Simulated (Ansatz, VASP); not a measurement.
# One calculation of MgS, two programs

INCAR

```
SYSTEM = MgS
PREC     = Accurate       ! precision mode
ENCUT    = 520            ! plane-wave cutoff, eV
EDIFF    = 1E-6           ! SCF threshold, eV
ISMEAR   = 0              ! smearing method
SIGMA    = 0.05           ! smearing width, eV
LREAL    = .False.        ! projectors in reciprocal space
LASPH    = .True.         ! aspherical terms in the spheres
NELM     = 100            ! most SCF steps
ALGO     = Normal         ! electronic algorithm
ISIF     = 2              ! what is computed and relaxed
LWAVE    = .False.        ! write WAVECAR
LCHARG   = .True.         ! write CHGCAR
LELF     = .True.         ! ELF
LVHAR    = .True.       
NBANDS   = 11             ! bands
```

KPOINTS

```
Automatic mesh
0
Gamma
  8 8 8
  0 0 0
```

Contents of POSCAR:

```
MgS
1.0
    0.0885350015      2.8331200468      2.8331200468
    2.8331200468      0.0885350015      2.8331200468
    2.9216550483      2.9216550483      0.0000000000
Mg S
1 1
Direct
    0.0000000000      0.0000000000      0.0000000000
    0.7500000000      0.7500000000      0.7500000000
```

Input for Ansatz:

```yaml
crystal:
  lattice:
    - [0.0885350015, 2.8331200468, 2.8331200468]
    - [2.8331200468, 0.0885350015, 2.8331200468]
    - [2.9216550483, 2.9216550483, 0.0]
  atoms:
    - { symbol: Mg, position: [0.0, 0.0, 0.0] }
    - { symbol: S, position: [0.75, 0.75, 0.75] }
basis:
  ecutwfc: 420
kpoints:
  mp_grid: { grid: [8, 8, 8] }
hamiltonian:
  xc: lda
scf:
  occupations: { method: gaussian, width: 0.05 }
output:
  forces: true
  stress: true
  eigenvalues: true
```

Change from the starting cell: strain +0.0625 x Voigt [0, 0, 0, 0, 0, 1], atoms carried along.

Alike in both runs: task single point; functional LDA; k mesh 8 × 8 × 8; occupations gaussian, width 0.05 eV; no spin polarisation.

```csv
,VASP,Ansatz
version,VASP 6.6.1,Ansatz 0.2.0
potentials or method,"VASP PAW LDA potentials, release 64 (Mg, S)","scalar-relativistic, plane waves, PAW"
plane-wave cutoff (eV),520,420
valence electrons in the cell,8,16
```

VASP gave:

```
gap on the k mesh at the Fermi level (eV)       : 3.05
least direct gap on the mesh (eV)               : 3.05
pressure (GPa)                                  : -2.2
largest component of the traceless stress (GPa) : 3.11
rms of the force components (eV/Å)              : 0.201
```

**Question.** What did Ansatz give for the same quantities?

**Answer.** gap on the k mesh at the Fermi level (eV): 3.04; least direct gap on the mesh (eV): 3.04; pressure (GPa): -1.9; largest component of the traceless stress (GPa): 3.10; rms of the force components (eV/Å): 0.199.

Atom by atom the forces differ by 0.002 eV/Å (rms over components). The two sets of potentials don't hold the same shells in valence.

A k mesh can miss the band edges.
